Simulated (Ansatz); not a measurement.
# InP (F-43m) in Ansatz: a series of runs

Runs on InP. Level: PBEsol. Tasks: single point, equation of state.

All numbers are computed with Ansatz 0.2.0; they aren't measurements. Logs are shortened: lines on timing, memory, paths and dates and some standing lists are left out, and cuts for length are marked.

**The experiment to reproduce.**

From a printed reference work, data compilation, for a bulk crystal of InP: bulk modulus 71 GPa.

The runs below are set against these values where they give the same quantity.

## Step 1: The structure

The structure is cubic, space group F-43m (No. 216). The conventional cell has a = 5.861 Å, b = 5.861 Å, c = 5.861 Å, α = 90.00°, β = 90.00°, γ = 90.00°. Around In (site symmetry -43m) lie 4 P at 2.54 Å. P (site symmetry -43m) has 4 In at 2.54 Å as nearest neighbours.

## Step 2: Single point, PBEsol, 23.66 Å³/atom (volume scaled by 0.94)

The input, input.yaml:

```yaml
crystal:
  lattice:
    - [0.0, 2.8706770916, 2.8706770916]
    - [2.8706770916, 0.0, 2.8706770916]
    - [2.8706770916, 2.8706770916, 0.0]
  atoms:
    - { symbol: In, position: [0.0, 0.0, 0.0] }
    - { symbol: P, position: [0.75, 0.75, 0.75] }
kpoints:
  mp_grid: { grid: [8, 8, 8] }
scf:
  occupations: { method: fermi_dirac, width: 0.05 }
hamiltonian:
  xc: pbesol
  pseudopotentials: { kind: all_electron, lapw: { basis_error: 0.001 } }
output:
  forces: true
  stress: true
  eigenvalues: true
```

Potentials or basis: all-electron LAPW, scalar-relativistic.

Run with:

```bash
ansatz run input.yaml --threads 1 --pin off --max-ram 3072MiB --backend cpu --events-out ev --progress --plain --runs-dir out
```

Standard output:

```text
Warning: RAYON_NUM_THREADS=1 ignored (pool sized by the plan → 1); use --threads N
LAPW: plane waves up to 8.238 Å⁻¹, error target 1.0e-3 eV per atom; small_component_spin mean_spin; P in spheres of 1.086 Å, 13 of its electrons in bands, Dirac shells []; In in spheres of 1.400 Å, 21 of its electrons in bands, Dirac shells [] (how accurate: hamiltonian.pseudopotentials.lapw.basis_error, Limitations)
Engine: ansatz 0.2.0, aarch64-unknown-linux-gnu
Pseudopotentials: kind: all_electron
Pseudopotential: In, LAPW, valence charge 21, lapw/all_electron/scalar/gaussian/In, Koelling and Harmon's equation, gaussian nucleus
Pseudopotential: P, LAPW, valence charge 13, lapw/all_electron/scalar/gaussian/P, Koelling and Harmon's equation, gaussian nucleus
Functional definition: PBEsol
  exchange = pbesol_x
  correlation = pbesol_c
Crystal: 2 atoms, lattice volume = 47.313 Å³
Basis set: ecut = 258.54343827797163 eV, 459 PW (Γ), exchange–correlation at level 2
Bands: 21, of which v1, the nominal top of the filled ones, is band 17 counted from 1 (16 counted from 0)
Symmetry: 24 space group operations
Space group: F-43m (ITA 216), of the structure as read, at distance tolerance 3.6e-5 Å
k-points: 29 of 512 (time reversal used)
Non-local potential: In, projectors of the file, none
Non-local potential: P, projectors of the file, none
Initial density: superposition of atomic densities (chi_scale 0.1, normalization cell, long waves kept (reshape's long-wave potential 0.00 eV rms))
Initial wavefunctions: plane waves of lowest kinetic energy (no species holds an atomic orbital)
Functional: x = pbesol(κ = 0.804, μ = 0.12345679012345678), c = pbesol(β = 0.046)
iter 1 solved again at ethr=3.42e-3 eV; its pass at ethr=1.00e-1 eV (dr2=1.16e0 eV) is discarded
SCF iter   1: F=—  HF=-169267.700675 eV  |F-HF|=—  |Δ(HF+E_count)|=         —  Δρ=3.74e-2  dr2=1.17e0  ethr=3.42e-3  ⟨swp⟩=2.0  Hψ=4137  notcnv=0
preconditioner: auto → none  [insulator: Δε(μ)=1.347 eV  Ē_g=14.452 eV  σ=0.050 eV  W_gap=1.00  n_scr=14 (ndim 8)  ℏωp=22.9 eV  f_vac=0.022  D(μ)=0.00/eV (n_scr^D=0)  ε∞_Penn≈3.5]
iter 2 solved again at ethr=1.74e-4 eV; its pass at ethr=3.42e-3 eV (dr2=5.90e-2 eV) is discarded
SCF iter   2: F=—  HF=-169267.299161 eV  |F-HF|=—  |Δ(HF+E_count)|=   4.02e-1  Δρ=1.23e-2  dr2=5.90e-2  ethr=1.74e-4  ⟨swp⟩=2.0  Hψ=3202  notcnv=0
SCF iter   3: F=—  HF=-169267.270557 eV  |F-HF|=—  |Δ(HF+E_count)|=         —  Δρ=5.91e-3  dr2=1.28e-2  ethr=1.74e-4  ⟨swp⟩=2.0  Hψ=1795  notcnv=0
the basis was enlarged: its passes take 263.0 KiB over the memory plan, 1 of 1 planned eigensolver slots
SCF iter   4: F=—  HF=-169267.268619 eV  |F-HF|=—  |Δ(HF+E_count)|=   1.94e-3  Δρ=1.42e-3  dr2=9.60e-4  ethr=3.77e-5  ⟨swp⟩=2.0  Hψ=1680  notcnv=0
SCF iter   5: F=—  HF=-169267.268087 eV  |F-HF|=—  |Δ(HF+E_count)|=   5.32e-4  Δρ=1.83e-4  dr2=1.34e-5  ethr=2.82e-6  ⟨swp⟩=2.0  Hψ=1680  notcnv=0
SCF iter   6: F=—  HF=-169267.268098 eV  |F-HF|=—  |Δ(HF+E_count)|=   1.02e-5  Δρ=3.12e-5  dr2=3.59e-7  ethr=3.94e-8  ⟨swp⟩=3.0  Hψ=1777  notcnv=0
SCF iter   7: F=-169267.268098 eV  HF=-169267.268098 eV  |F-HF|=1.34e-9  |Δ(HF+E_count)|=   5.76e-7  Δρ=2.29e-6  dr2=3.41e-9  ethr=1.05e-9  ⟨swp⟩=3.0  Hψ=1789  notcnv=0
SCF 1 converged in 7 iterations: F = -169267.268098 eV  dr2 = 3.41e-9
SCF converged after 7 iterations
Free energy (F): -169267.268098 eV
Harris-Foulkes:  -169267.268098 eV  (|F-HF|=1.34e-9)
Internal energy: -169267.268098 eV  (E = F + TS)
E sigma→0 (E₀):  -169267.268098 eV
Entropy (-TS):   -0.000001 eV (-0.000 meV/atom)
Fermi energy:    10.450589 eV
--- Per-component energies (eV) ---
  E_band       = -1555.961757
  E_kinetic    = 177227.121961
  E_xc         = -4896.311703
  E_electrostatic = -341598.078355  (all electrons and nuclei)
  E_smearing   = -0.000001  (= −TS)
  E_closure    = 0.000000  (closes the sum)
  E_atoms      = -169258.199424  (free atoms, spherical and without spin; not in F)
  Σ components = -169267.268098   (vs F -169267.268098, Δ=0.00e0)
  Basis errors (estimates in eV, not in F): energy 4.4e-4 per atom: plane waves 4.0e-4 (2.3e-4 summed), levels above the bands 1.1e-57, relativity 1.8e-8, radial functions 4.0e-5, core shells 1.3e-7; eigenvalues (radial functions only) 1.3e-6; not estimated: angular momenta, meshes, grids; target (lapw.basis_error) 1.0e-3; muffin-tin radii P 1.086 Å, In 1.400 Å
--- Forces (eV/Å), atoms counted from 1 ---
  atom   1  In     0.00000000    -0.00000000    -0.00000000
  atom   2  P     -0.00000000     0.00000000     0.00000000
  max |Σ_I F_I| component: 1.85e-17 eV/Å
--- Stress (GPa, compression-positive) ---
        5.552806      -0.000000      -0.000000
       -0.000000       5.552806       0.000000
       -0.000000       0.000000       5.552806
  P = ⅓ Tr σ = 5.5528 GPa (55.528 kbar)
--- Band table (eV; the first three rows and the last of 29) ---
  k-point 0: bands = ["-157.3593", "-108.0932", "-108.0932", "-108.0932", "-104.9502", "-63.4801", "-63.4801", "-63.4801", "-4.3604", "-4.3604", "-4.3604", "-4.1710", "-4.1710", "-2.0434", "9.9490", "9.9490", "9.9490", "10.8925", "13.9500", "13.9500", "13.9500"]
  k-point 1: bands = ["-157.3593", "-108.0932", "-108.0932", "-108.0932", "-104.9502", "-63.4801", "-63.4801", "-63.4801", "-4.3861", "-4.3511", "-4.3511", "-4.1710", "-4.1710", "-1.8442", "8.3771", "9.7380", "9.7380", "11.7671", "14.1538", "14.2536", "14.2536"]
  k-point 2: bands = ["-157.3593", "-108.0932", "-108.0932", "-108.0932", "-104.9502", "-63.4802", "-63.4801", "-63.4801", "-4.4431", "-4.3313", "-4.3313", "-4.1680", "-4.1680", "-1.2872", "6.3345", "9.3244", "9.3244", "11.8224", "14.6981", "14.6981", "15.3438"]
  k-point 28: bands = ["-157.3593", "-108.0932", "-108.0932", "-108.0932", "-104.9502", "-63.4803", "-63.4803", "-63.4802", "-4.5512", "-4.2855", "-4.2416", "-4.1982", "-4.1528", "0.7651", "4.0224", "6.6781", "6.6912", "14.1425", "14.5309", "15.5646", "16.0125"]
```

Wall time 19 s (1 thread of Arm Neoverse N1, shared host); peak memory 0.27 GiB.

Results:

```
Free energy            : -169267.2681 eV
Pressure               : 5.6 GPa
Band gap on the k mesh : 0.94 eV, direct
```

Caveat: spin-orbit coupling is left out, which moves the levels of the heavy elements.

## Step 3: Single point, PBEsol, 24.16 Å³/atom (volume scaled by 0.96)

Changes to input.yaml since step 2:

```diff
@@ -2,5 +2,5 @@
   lattice:
-    - [0.0, 2.8706770916, 2.8706770916]
-    - [2.8706770916, 0.0, 2.8706770916]
-    - [2.8706770916, 2.8706770916, 0.0]
+    - [0.0, 2.8908937935, 2.8908937935]
+    - [2.8908937935, 0.0, 2.8908937935]
+    - [2.8908937935, 2.8908937935, 0.0]
   atoms:
```

Potentials or basis: all-electron LAPW, scalar-relativistic.

Run with:

```bash
ansatz run input.yaml --threads 1 --pin off --max-ram 3072MiB --backend cpu --events-out ev --progress --plain --runs-dir out
```

Wall time 18 s (1 thread of Arm Neoverse N1, shared host); peak memory 0.27 GiB.

Results (log left out):

| Quantity | Value |
| --- | --- |
| Free energy | -169267.2971 eV |
| Pressure | 3.7 GPa |
| Band gap on the k mesh | 0.83 eV, direct |

Caveat: spin-orbit coupling is left out, which moves the levels of the heavy elements.

## Step 4: Single point, PBEsol, 24.66 Å³/atom (volume scaled by 0.98)

Changes to input.yaml since step 3:

```diff
@@ -2,5 +2,5 @@
   lattice:
-    - [0.0, 2.8908937935, 2.8908937935]
-    - [2.8908937935, 0.0, 2.8908937935]
-    - [2.8908937935, 2.8908937935, 0.0]
+    - [0.0, 2.9108316221, 2.9108316221]
+    - [2.9108316221, 0.0, 2.9108316221]
+    - [2.9108316221, 2.9108316221, 0.0]
   atoms:
```

Run with:

```bash
ansatz run input.yaml --threads 1 --pin off --max-ram 3072MiB --backend cpu --events-out ev --progress --plain --runs-dir out
```

Wall time 19 s (1 thread of Arm Neoverse N1, shared host); peak memory 0.26 GiB.

It converged, with:

- Free energy: -169267.3152 eV
- Pressure: 2.1 GPa
- Band gap on the k mesh: 0.72 eV, direct

Caveat: spin-orbit coupling is left out, which moves the levels of the heavy elements.

## Step 5: Single point, PBEsol, 25.17 Å³/atom

Changes to input.yaml since step 4:

```diff
@@ -2,5 +2,5 @@
   lattice:
-    - [0.0, 2.9108316221, 2.9108316221]
-    - [2.9108316221, 0.0, 2.9108316221]
-    - [2.9108316221, 2.9108316221, 0.0]
+    - [0.0, 2.9305, 2.9305]
+    - [2.9305, 0.0, 2.9305]
+    - [2.9305, 2.9305, 0.0]
   atoms:
```

Run with:

```bash
ansatz run input.yaml --threads 1 --pin off --max-ram 3072MiB --backend cpu --events-out ev --progress --plain --runs-dir out
```

It took 18 s on 1 thread of Arm Neoverse N1, shared host; peak memory 0.27 GiB.

It converged, with:

```
Free energy            : -169267.3234 eV
Pressure               : 0.6 GPa
Band gap on the k mesh : 0.61 eV, direct
```

Caveat: spin-orbit coupling is left out, which moves the levels of the heavy elements.

## Step 6: Single point, PBEsol, 25.67 Å³/atom (volume scaled by 1.02)

Changes to input.yaml since step 5:

```diff
@@ -2,5 +2,5 @@
   lattice:
-    - [0.0, 2.9305, 2.9305]
-    - [2.9305, 0.0, 2.9305]
-    - [2.9305, 2.9305, 0.0]
+    - [0.0, 2.9499078504, 2.9499078504]
+    - [2.9499078504, 0.0, 2.9499078504]
+    - [2.9499078504, 2.9499078504, 0.0]
   atoms:
```

Potentials or basis: all-electron LAPW, scalar-relativistic.

Run with:

```bash
ansatz run input.yaml --threads 1 --pin off --max-ram 3072MiB --backend cpu --events-out ev --progress --plain --runs-dir out
```

It took 18 s on 1 thread of Arm Neoverse N1, shared host; peak memory 0.26 GiB.

The run converged. Its results:

* Free energy: -169267.3230 eV
* Pressure: -0.7 GPa
* Band gap on the k mesh: 0.51 eV, direct

Caveat: spin-orbit coupling is left out, which moves the levels of the heavy elements.

## Step 7: Single point, PBEsol, 26.17 Å³/atom (volume scaled by 1.04)

Changes to input.yaml since step 6:

```diff
@@ -2,5 +2,5 @@
   lattice:
-    - [0.0, 2.9499078504, 2.9499078504]
-    - [2.9499078504, 0.0, 2.9499078504]
-    - [2.9499078504, 2.9499078504, 0.0]
+    - [0.0, 2.9690636329, 2.9690636329]
+    - [2.9690636329, 0.0, 2.9690636329]
+    - [2.9690636329, 2.9690636329, 0.0]
   atoms:
```

Run with:

```bash
ansatz run input.yaml --threads 1 --pin off --max-ram 3072MiB --backend cpu --events-out ev --progress --plain --runs-dir out
```

It took 18 s on 1 thread of Arm Neoverse N1, shared host; peak memory 0.26 GiB.

The run converged. Its results:

```yaml
Free_energy: -169267.3147 eV
Pressure: -1.9 GPa
Band_gap_on_the_k_mesh: 0.40 eV, direct
```

Caveat: spin-orbit coupling is left out, which moves the levels of the heavy elements.

## Step 8: Single point, PBEsol, 26.68 Å³/atom (volume scaled by 1.06)

Changes to input.yaml since step 7:

```diff
@@ -2,5 +2,5 @@
   lattice:
-    - [0.0, 2.9690636329, 2.9690636329]
-    - [2.9690636329, 0.0, 2.9690636329]
-    - [2.9690636329, 2.9690636329, 0.0]
+    - [0.0, 2.9879753761, 2.9879753761]
+    - [2.9879753761, 0.0, 2.9879753761]
+    - [2.9879753761, 2.9879753761, 0.0]
   atoms:
```

Run with:

```bash
ansatz run input.yaml --threads 1 --pin off --max-ram 3072MiB --backend cpu --events-out ev --progress --plain --runs-dir out
```

It took 18 s on 1 thread of Arm Neoverse N1, shared host; peak memory 0.26 GiB.

Results (log left out):

* Free energy: -169267.2994 eV
* Pressure: -2.9 GPa
* Band gap on the k mesh: 0.30 eV, direct

Caveat: spin-orbit coupling is left out, which moves the levels of the heavy elements.

## Step 9: Equation of state, PBEsol

Potentials or basis: all-electron LAPW, scalar-relativistic.

No new run: the results of the series are fitted here.

Results:

```yaml
Equilibrium_volume: 25.39 Å³/atom
Bulk_modulus: 67 GPa
Pressure_derivative_of_the_bulk_modulus: 4.7
```

Energy against volume, from the lowest point:
| volume (Å³/atom) | energy (meV/atom) |
| --- | --- |
| 23.657 | 27.67 |
| 24.160 | 13.16 |
| 24.663 | 4.14 |
| 25.167 | 0.00 |
| 25.670 | 0.24 |
| 26.173 | 4.38 |
| 26.677 | 12.02 |

## Step 10: Against experiment

Step 9. Against the measured bulk modulus of InP, 71 GPa (a printed reference work, data compilation), the calculated 67 GPa is off by -6.0 %. The fit is for a static lattice scaled at fixed shape and fixed fractional positions.
